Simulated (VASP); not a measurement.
HfO2:

```
CELL_PARAMETERS angstrom
4.81353 0.00000 0.00000
0.00000 4.81353 0.00000
0.00000 0.00000 3.20542
ATOMIC_POSITIONS crystal
Hf 0.50000 0.50000 0.50000
Hf 0.00000 0.00000 0.00000
O 0.80504 0.19496 0.50000
O 0.69496 0.69496 0.00000
O 0.30504 0.30504 0.00000
O 0.19496 0.80504 0.50000
```

Measurements of this composition are mostly on another form, of space group No. 14.

* Program: VASP 6.6.1
* Task: relaxation of cell and atoms
* Functional: RPBE
* Dispersion: D3(BJ)
* Potentials or basis: VASP PAW PBE potentials, release 64 (Hf_pv, O)
* Cutoff: 600 eV
* k mesh: 6 × 6 × 8
* Occupations: fermi-dirac, width 0.05 eV
* Spin: no spin polarisation

At the start: pressure -7.2 GPa; volume 12.38 Å³/atom.

How do energy, volume and symmetry change on relaxing?

Over 7 steps the energy falls by 10.4 meV/atom and the volume is 11.97 Å³/atom (-3.3 %); space group P4_2/mnm (No. 136, to 0.05 Å).

The path:
| step | energy change (eV) | largest force (eV/Å) | pressure (GPa) | volume (Å³) |
| --- | --- | --- | --- | --- |
| 1 | 0.0000 | 0.0557 | -7.21 | 74.27 |
| 2 | 0.0756 | 0.1789 | 13.38 | 68.44 |
| 3 | -0.0568 | 0.1145 | 0.14 | 71.89 |
| 4 | -0.0568 | 0.1156 | 0.30 | 71.84 |
| 5 | -0.0610 | 0.1357 | 0.10 | 71.70 |
| 6 | -0.0618 | 0.0604 | 0.14 | 71.74 |
| 7 | -0.0623 | 0.0158 | -0.19 | 71.82 |

Final structure:
```
Hf O
1.0
     4.74022    0.00000    0.00000
     0.00000    4.74022    0.00000
     0.00000    0.00000    3.19647
Hf O
2 4
Direct
  0.50000 0.50000 0.50000
  0.00000 0.00000 0.00000
  0.80469 0.19531 0.50000
  0.69531 0.69531 0.00000
  0.30469 0.30469 0.00000
  0.19531 0.80469 0.50000
```

Caveat: the PAW data sets were made with another functional, which shifts forces and pressure a little.
